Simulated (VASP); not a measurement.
CdS (Hawleyite):

```xyz
2
Lattice="0.0000 2.9165 2.9165 2.9165 0.0000 2.9165 2.9165 2.9165 0.0000" Properties=species:S:1:pos:R:3 pbc="T T T"
Cd    0.0000    0.0000    0.0000
S     4.3748    4.3748    4.3748
```

- Program: VASP 6.6.1
- Task: single point
- Functional: PBE
- Potentials or basis: VASP PAW PBE potentials, release 64 (Cd, S)
- Cutoff: 520 eV
- k mesh: 8 × 8 × 8
- Occupations: fermi-dirac, width 0.05 eV
- Spin: no spin polarisation

On this cell: pressure 3.2 GPa; largest force zero by symmetry; band gap on the k mesh 1.15 eV, direct.

The same run follows on a disturbed copy (atoms moved at random, drawn with an rms of 0.05 Å):

```
Cd S
1.0
     0.00000    2.91650    2.91650
     2.91650    0.00000    2.91650
     2.91650    2.91650    0.00000
Cd S
1 1
Direct
  0.98965 0.02240 0.99660
  0.74871 0.74711 0.74974
```

What does the disturbed cell give?

The energy moves by +11.3 meV/atom; pressure 3.4 GPa; largest force 0.545 eV/Å; band gap on the k mesh 1.14 eV, direct.

Forces in eV/Å, atoms in the order of the input:
```
Cd  -0.377  0.254 -0.301
S    0.377 -0.254  0.301
```

Stress tensor (GPa, compression positive):
```
 3.36 -1.27  1.05
-1.27  3.46 -1.64
 1.05 -1.64  3.43
```

